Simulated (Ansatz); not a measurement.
Below is a relaxed structure of Mg3Zn2O5. The cell was found from a structure generator's guess, not taken from experiment.

These are results of DFT PBE, scalar-relativistic, plane waves, PAW in Ansatz, not measurements. Cutoff 420 eV, Γ-centred mesh, Gaussian smearing, no spin polarisation.

```
CELL_PARAMETERS angstrom
-1.51784 2.14094 7.56935
1.51784 -2.14094 7.56935
1.51784 2.14094 -7.56935
ATOMIC_POSITIONS crystal
Mg 0.40042 0.40042 0.00000
Mg 0.59958 0.59958 0.00000
Mg 0.00000 0.00000 0.00000
Zn 0.80039 0.80039 0.00000
Zn 0.19961 0.19961 0.00000
O 0.09747 0.59747 0.50000
O 0.30241 0.80241 0.50000
O 0.50000 0.00000 0.50000
O 0.69759 0.19759 0.50000
O 0.90253 0.40253 0.50000
```

Energies over the elements count from the elements' standard structures at the same level (O₂ as a molecule), with no fitted energy shifts.

(1) What space group does it have?

(2) How far does it lie from the elements in energy?

(3) Is it a metal?

Results:

(1) Immm (No. 71), with Mg and Zn ordered on rock salt sites. Conventional cell: a = 3.036 Å, b = 4.282 Å, c = 15.139 Å. Around Mg on a site of symmetry mm2 lie 6 O at 2.12–2.14 Å; Mg on a site of symmetry mmm has 6 O at 2.12–2.14 Å; Zn is surrounded by 6 O at 2.14–2.17 Å; O on a site of symmetry mm2 is surrounded by 4 Mg at 2.12–2.14 Å and 2 Zn at 2.17 Å; 2 more sites not described.

(2) −2.122 eV/atom. Whether it is stable depends on the other phases of the system, which aren't compared here.

(3) No, the gap on the 10×10×10 mesh is 2.51 eV.

The last run used a 10×10×10 mesh for its 10-atom cell and Gaussian smearing of 0.02 eV. Kohn–Sham gaps at this level usually fall short of measured ones. A later test with randomly moved atoms came back to the same energy, though modes that don't fit the test's cell weren't probed.
